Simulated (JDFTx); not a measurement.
# CoO (Fm-3m) in JDFTx: further runs, part 2 of 2

JDFTx 1.7.0 (patched build). The steps go on from the part before.

### 10 Band structure, PBEsol, collinear spin, ferromagnetic start

bands.in reads:

```
lattice \
    0.0000000000     4.0279512346     4.0279512346 \
    4.0279512346     0.0000000000     4.0279512346 \
    4.0279512346     4.0279512346     0.0000000000
coords-type Lattice
ion Co     0.0000000000     0.0000000000     0.0000000000 1
ion O      0.5000000000     0.5000000000     0.5000000000 1

ion-species pseudo/Co.upf
ion-species pseudo/O.upf
elec-cutoff 48 384
elec-ex-corr gga-PBEsol
elec-smearing Fermi 0.0018374661
elec-n-bands 19
spintype z-spin
initial-magnetic-moments Co 2
elec-initial-magnetization 2.98374 yes
electronic-minimize nIterations 30 energyDiffThreshold 1e-06
davidson-band-ratio 1.3
forces-output-coords Cartesian
include path.kpoints
symmetries none
fix-electron-density run.$VAR

dump-name bands.$VAR
dump End Ecomponents EigStats BandEigs Kpoints Forces
```

path.kpoints reads:

```
kpoint +0.0000000000 +0.0000000000 +0.0000000000 0.020000000000
kpoint +0.0714285714 +0.0000000000 +0.0714285714 0.020000000000
kpoint +0.1428571429 +0.0000000000 +0.1428571429 0.020000000000
kpoint +0.2142857143 +0.0000000000 +0.2142857143 0.020000000000
kpoint +0.2857142857 +0.0000000000 +0.2857142857 0.020000000000
kpoint +0.3571428571 +0.0000000000 +0.3571428571 0.020000000000
kpoint +0.4285714286 +0.0000000000 +0.4285714286 0.020000000000
kpoint +0.5000000000 +0.0000000000 +0.5000000000 0.020000000000
kpoint +0.5000000000 +0.0833333333 +0.5833333333 0.020000000000
kpoint +0.5000000000 +0.1666666667 +0.6666666667 0.020000000000
kpoint +0.5000000000 +0.2500000000 +0.7500000000 0.020000000000
kpoint +0.4375000000 +0.3125000000 +0.7500000000 0.020000000000
kpoint +0.3750000000 +0.3750000000 +0.7500000000 0.020000000000
kpoint +0.3281250000 +0.3281250000 +0.6562500000 0.020000000000
kpoint +0.2812500000 +0.2812500000 +0.5625000000 0.020000000000
kpoint +0.2343750000 +0.2343750000 +0.4687500000 0.020000000000
kpoint +0.1875000000 +0.1875000000 +0.3750000000 0.020000000000
kpoint +0.1406250000 +0.1406250000 +0.2812500000 0.020000000000
kpoint +0.0937500000 +0.0937500000 +0.1875000000 0.020000000000
kpoint +0.0468750000 +0.0468750000 +0.0937500000 0.020000000000
kpoint +0.0000000000 +0.0000000000 +0.0000000000 0.020000000000
kpoint +0.0833333333 +0.0833333333 +0.0833333333 0.020000000000
kpoint +0.1666666667 +0.1666666667 +0.1666666667 0.020000000000
kpoint +0.2500000000 +0.2500000000 +0.2500000000 0.020000000000
kpoint +0.3333333333 +0.3333333333 +0.3333333333 0.020000000000
kpoint +0.4166666667 +0.4166666667 +0.4166666667 0.020000000000
kpoint +0.5000000000 +0.5000000000 +0.5000000000 0.020000000000
kpoint +0.5250000000 +0.4500000000 +0.5250000000 0.020000000000
kpoint +0.5500000000 +0.4000000000 +0.5500000000 0.020000000000
kpoint +0.5750000000 +0.3500000000 +0.5750000000 0.020000000000
kpoint +0.6000000000 +0.3000000000 +0.6000000000 0.020000000000
kpoint +0.6250000000 +0.2500000000 +0.6250000000 0.020000000000
kpoint +0.5625000000 +0.2500000000 +0.6875000000 0.020000000000
kpoint +0.5000000000 +0.2500000000 +0.7500000000 0.020000000000
kpoint +0.5000000000 +0.2916666667 +0.7083333333 0.020000000000
kpoint +0.5000000000 +0.3333333333 +0.6666666667 0.020000000000
kpoint +0.5000000000 +0.3750000000 +0.6250000000 0.020000000000
kpoint +0.5000000000 +0.4166666667 +0.5833333333 0.020000000000
kpoint +0.5000000000 +0.4583333333 +0.5416666667 0.020000000000
kpoint +0.5000000000 +0.5000000000 +0.5000000000 0.020000000000
kpoint +0.4791666667 +0.4791666667 +0.5416666667 0.020000000000
kpoint +0.4583333333 +0.4583333333 +0.5833333333 0.020000000000
kpoint +0.4375000000 +0.4375000000 +0.6250000000 0.020000000000
kpoint +0.4166666667 +0.4166666667 +0.6666666667 0.020000000000
kpoint +0.3958333333 +0.3958333333 +0.7083333333 0.020000000000
kpoint +0.3750000000 +0.3750000000 +0.7500000000 0.020000000000
kpoint +0.6250000000 +0.2500000000 +0.6250000000 0.020000000000
kpoint +0.5833333333 +0.1666666667 +0.5833333333 0.020000000000
kpoint +0.5416666667 +0.0833333333 +0.5416666667 0.020000000000
kpoint +0.5000000000 +0.0000000000 +0.5000000000 0.020000000000
```

Potentials or basis: PseudoDojo-SR-PBEsol-0.4.1-standard with smoothed tails.

Command:

```console
> jdftx -c 1 -i bands.in -o bands.out
```

What it wrote:

```text
*************** JDFTx 1.7.0 (patched build) ***************

Input parsed successfully to the following command list (including defaults):

basis kpoint-dependent
coords-type Lattice
core-overlap-check vector
coulomb-interaction Periodic
davidson-band-ratio 1.3
dump End Forces BandEigs EigStats Ecomponents Kpoints
dump-name bands.$VAR
elec-cutoff 48 384
elec-eigen-algo Davidson
elec-ex-corr gga-PBEsol
elec-initial-magnetization 2.983740 yes
elec-n-bands 19 1
elec-smearing Fermi 0.00183747
electronic-minimize  \
	dirUpdateScheme      FletcherReeves \
	linminMethod         DirUpdateRecommended \
	nIterations          30 \
	history              15 \
	knormThreshold       0 \
	maxThreshold         no \
	energyDiffThreshold  1e-06 \
	nEnergyDiff          2 \
	convergeAll          no \
	alphaTstart          1 \
	alphaTmin            1e-10 \
	updateTestStepSize   yes \
	alphaTreduceFactor   0.1 \
	alphaTincreaseFactor 3 \
	nAlphaAdjustMax      3 \
	wolfeEnergy          0.0001 \
	wolfeGradient        0.9 \
	abortOnFailedStep    no \
	fdTest               no
exchange-regularization WignerSeitzTruncated
fix-electron-density run.$VAR
fluid None
fluid-ex-corr lda-TF lda-PZ
fluid-gummel-loop 10 1.000000e-05
fluid-minimize  \
	dirUpdateScheme      PolakRibiere \
	linminMethod         DirUpdateRecommended \
	nIterations          100 \
	history              15 \
	knormThreshold       0 \
	maxThreshold         no \
	energyDiffThreshold  0 \
	nEnergyDiff          2 \
	convergeAll          no \
	alphaTstart          1 \
	alphaTmin            1e-10 \
	updateTestStepSize   yes \
	alphaTreduceFactor   0.1 \
	alphaTincreaseFactor 3 \
	nAlphaAdjustMax      3 \
	wolfeEnergy          0.0001 \
	wolfeGradient        0.9 \
	abortOnFailedStep    no \
	fdTest               no
fluid-solvent H2O 55.338 ScalarEOS \
	epsBulk 78.4 \
	pMol 0.92466 \
	epsInf 1.77 \
	Pvap 1.06736e-10 \
	sigmaBulk 4.62e-05 \
	Rvdw 2.61727 \
	Res 1.42 \
[... 105 lines left out ...]
	abortOnFailedStep    no \
	fdTest               no
lcao-params -1 1e-06 0.00183747
pcm-variant GLSSA13
perturb-minimize  \
	nIterations            0 \
	algorithm              MINRES \
	residualTol            0.0001 \
	residualDiffThreshold  0.0001 \
	CGBypass               no \
	recomputeResidual      no
spintype z-spin
subspace-rotation-factor 1 yes
symmetries none
symmetry-threshold 0.0001

Applied RMS atom displacement 0 bohrs to make symmetries exact.

---------- Initializing the Grid ----------
R =
[            0      4.02795      4.02795  ]
[      4.02795            0      4.02795  ]
[      4.02795      4.02795            0  ]
unit cell volume = 130.702
G =
[  -0.779948   0.779948   0.779948  ]
[   0.779948  -0.779948   0.779948  ]
[   0.779948   0.779948  -0.779948  ]
Minimum fftbox size, Smin = [  52  52  52  ]
Chosen fftbox size, S = [  54  54  54  ]

---------- Initializing tighter grid for wavefunction operations ----------
R =
[            0      4.02795      4.02795  ]
[      4.02795            0      4.02795  ]
[      4.02795      4.02795            0  ]
unit cell volume = 130.702
G =
[  -0.779948   0.779948   0.779948  ]
[   0.779948  -0.779948   0.779948  ]
[   0.779948   0.779948  -0.779948  ]
Minimum fftbox size, Smin = [  36  36  36  ]
Chosen fftbox size, S = [  36  36  36  ]

---------- Exchange Correlation functional ----------
Initalized PBEsol GGA exchange.
Initalized PBEsol GGA correlation.

---------- Setting up pseudopotentials ----------
Width of ionic core gaussian charges (only for fluid interactions / plotting) set to 0

Reading pseudopotential file 'pseudo/Co.upf':
  'Co' pseudopotential, 'PBESOL' functional
  Generated using ONCVPSP code by D. R. Hamann
  17 valence electrons, 4 orbitals, 6 projectors, 1001 radial grid points, with lMax = 2
    3S    l: 0   occupation:  2.0   eigenvalue: -3.753490
    3P    l: 1   occupation:  6.0   eigenvalue: -2.407467
    3D    l: 2   occupation:  7.0   eigenvalue: -0.302441
    4S    l: 0   occupation:  2.0   eigenvalue: -0.201732
  Core radius for overlap checks: 1.60 bohrs.

Reading pseudopotential file 'pseudo/O.upf':
  'O' pseudopotential, 'PBESOL' functional
  Generated using ONCVPSP code by D. R. Hamann
  6 valence electrons, 2 orbitals, 5 projectors, 936 radial grid points, with lMax = 2
    2S    l: 0   occupation:  2.0   eigenvalue: -0.874950
    2P    l: 1   occupation:  4.0   eigenvalue: -0.329796
  Core radius for overlap checks: 1.39 bohrs.

Initialized 2 species with 2 total atoms.

Folded 50 k-points by 1x1x1 to 50 k-points.

---------- Setting up k-points, bands, fillings ----------
No reducable k-points.
Computing the number of bands and number of electrons
Calculating initial fillings.
nElectrons:  23.000000   nBands: 19   nStates: 100

----- Setting up reduced wavefunction bases (one per k-point) -----
average nbasis = 2078.720 , ideal nbasis = 2076.053

---------- Setting up ewald sum ----------
Optimum gaussian width for ewald sums = 1.829426 bohr.
Real space sum over 1331 unit cells with max indices [  5  5  5  ]
Reciprocal space sum over 2197 terms with max indices [  6  6  6  ]

---------- Allocating electronic variables ----------
Reading n_up from file 'run.n_up' ... done
Reading n_dn from file 'run.n_dn' ... done
Initializing wave functions:  linear combination of atomic orbitals
Note: number of bands (19) exceeds available atomic orbitals (14)

----------- Band structure minimization -------------
Minimization will be done independently for each quantum number.

---- Minimization of quantum number:     0  [ +0.0000000 +0.0000000 +0.0000000 ]  0.020000000  spin +1 ----
BandDavidson: Iter:   0  Eband: +0.046605402276627
BandDavidson: Iter:   1  Eband: +0.031546881762684  dEband: -1.505852e-02
BandDavidson: Iter:   2  Eband: +0.027077343371379  dEband: -4.469538e-03
BandDavidson: Iter:   3  Eband: +0.026144022206541  dEband: -9.333212e-04
[... 1127 lines of inner loops ...]
BandDavidson: Iter:   5  Eband: +0.040754592423593  dEband: -1.865102e-06
BandDavidson: Iter:   6  Eband: +0.040754220780647  dEband: -3.716429e-07
BandDavidson: Converged (dEband<1.000000e-06)
	FillingsUpdate:  mu: +0.515897603  nElectrons: 23.000000  magneticMoment: [ Abs: 3.00300  Tot: +2.98374 ]
WARNING: these k-points are no uniform mesh, so that mu and the fillings of partly filled bands are only those of these points: take mu from the calculation that made the density or potential.

Dumping 'bands.eigStats' ...
	eMin: -3.030566 at state 20 ( [ +0.000000 +0.000000 +0.000000 ] spin 1 )
	HOMO: +0.514079 at state 26 ( [ +0.500000 +0.500000 +0.500000 ] spin 1 )
	mu  : +0.515898
	LUMO: +0.513308 at state 80 ( [ -0.400000 +0.300000 -0.400000 ] spin -1 )
	eMax: +1.537560 at state 55 ( [ +0.357143 +0.000000 +0.357143 ] spin -1 )
	HOMO-LUMO gap: -0.000771
	Optical gap  : +0.005741 at state 53 ( [ +0.214286 +0.000000 +0.214286 ] spin -1 )
Done!
[note: mu, HOMO and LUMO in a band run belong to the points of the path alone and aren't those of the crystal]
```

Wall time 19 s (1 thread of Intel Xeon 6975P-C (Granite Rapids), shared host); peak memory 0.14 GiB.

Results:

```
Band gap along the path : none (metal or under the smearing width)
```

Levels at the corners of the path, in eV from the Fermi level:
Spin up:
```
point  band 9  band 10  band 11  band 12  band 13  band 14
    Γ   -3.28    -3.28    -3.22    -3.22    -3.22     0.80
    X   -4.08    -3.05    -2.54    -2.20    -2.20     5.65
    W   -2.66    -2.42    -2.42    -2.20    -1.49     7.88
    K   -3.08    -2.33    -2.17    -2.07    -1.43     7.21
    Γ   -3.28    -3.28    -3.22    -3.22    -3.22     0.80
    L   -2.49    -2.49    -1.94    -0.03    -0.03     4.81
    U   -3.08    -2.33    -2.17    -2.07    -1.43     7.21
    W   -2.66    -2.42    -2.42    -2.20    -1.49     7.88
    L   -2.49    -2.49    -1.94    -0.03    -0.03     4.81
    K   -3.08    -2.33    -2.17    -2.07    -1.43     7.21
    U   -3.08    -2.33    -2.17    -2.07    -1.43     7.21
    X   -4.08    -3.05    -2.54    -2.20    -2.20     5.65
```
Spin down:
| point | band 8 | band 9 | band 10 | band 11 | band 12 | band 13 |
| --- | --- | --- | --- | --- | --- | --- |
| Γ | -2.64 | -1.10 | -1.10 | -1.10 | -0.14 | -0.14 |
| X | -3.91 | -2.26 | 0.16 | 0.16 | 0.33 | 0.80 |
| W | -5.12 | -0.37 | -0.37 | 0.16 | 0.69 | 1.42 |
| K | -4.39 | -1.02 | 0.01 | 0.17 | 0.94 | 1.41 |
| Γ | -2.64 | -1.10 | -1.10 | -1.10 | -0.14 | -0.14 |
| L | -4.73 | -0.11 | -0.11 | 0.19 | 2.54 | 2.54 |
| U | -4.39 | -1.02 | 0.01 | 0.17 | 0.94 | 1.41 |
| W | -5.12 | -0.37 | -0.37 | 0.16 | 0.69 | 1.42 |
| L | -4.73 | -0.11 | -0.11 | 0.19 | 2.54 | 2.54 |
| K | -4.39 | -1.02 | 0.01 | 0.17 | 0.94 | 1.41 |
| U | -4.39 | -1.02 | 0.01 | 0.17 | 0.94 | 1.41 |
| X | -3.91 | -2.26 | 0.16 | 0.16 | 0.33 | 0.80 |

Caveat: semilocal functionals often make such compounds metallic where correlation or magnetic order opens a gap, which also shifts bond lengths.

### 11 For comparison

An earlier run on the cell as given: functional PBEsol; potentials or basis PseudoDojo-SR-PBEsol-0.4.1-standard with smoothed tails; cutoff 1306 eV; density cutoff 10449 eV; k mesh 11 × 11 × 11; occupations fermi-dirac, width 0.05 eV; collinear spin, ferromagnetic start; starting moments [2.0, 0.0] μB.

- Pressure: -11.1 GPa
- Band gap on the k mesh: none (metal or under the smearing width)
- Net moment: 2.98 μB per cell
- Absolute moment: 3.00 μB per cell
- Site moments: Co +2.57; O +0.42 μB
- Loewdin charges: Co +1.10; O -0.98 e
